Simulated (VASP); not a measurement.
Here is a VASP 6.6.1 calculation.

File POSCAR:

```
KCl
1.0
    0.0000000000      3.1464700000      3.1464700000
    3.1464700000      0.0000000000      3.1464700000
    3.1464700000      3.1464700000      0.0000000000
K Cl
1 1
Direct
    0.0000000000      0.0000000000      0.0000000000
    0.5000000000      0.5000000000      0.5000000000
```

Contents of INCAR.step1:

```
PREC = Accurate
ENCUT = 520
ISMEAR = 0
SIGMA = 0.01
LREAL = F
LASPH = T
NELM = 80
NBANDS = 15
GGA = PE
ALGO = Normal
EDIFF = 1E-4
LWAVE = T
LCHARG = F
```

File INCAR.step2:

```
PREC = Accurate
ENCUT = 520
EDIFF = 1E-7
ISMEAR = 0
SIGMA = 0.01
LREAL = F
LASPH = T
NELM = 80
ALGO = Normal
ISIF = 2
LWAVE = F
LCHARG = F
METAGGA = R2SCAN
LMIXTAU = T
NBANDS = 15
ISTART = 1
```

The input KPOINTS:

```
Automatic mesh
0
Gamma
  8 8 8
```

Potentials or basis: VASP PAW PBE potentials, release 64 (K_sv, Cl).

Launch:

```sh
$ cat potpaw_PBE.64/K_sv/POTCAR potpaw_PBE.64/Cl/POTCAR > POTCAR
$ cp INCAR.step1 INCAR
$ mpirun -np 1 vasp_std > vasp.out
$ cp INCAR.step2 INCAR
$ mpirun -np 1 vasp_std > vasp.out
```

Estimate the band gap on the k mesh.

5.83 eV, direct.

Estimate the pressure.

0.0 GPa.

Caveat: the PAW data sets were made with another functional, which shifts forces and pressure a little.

**What was measured.**

A printed reference work, monograph reports, for a bulk crystal of KCl: band gap 8.68 eV.

Measured gap of KCl: 8.68 eV (a printed reference work, monograph). This calculation gives 5.83 eV (-2.85 eV). The value is that of r2SCAN on a finite k mesh, which can miss the band edges, without temperature or zero-point motion.
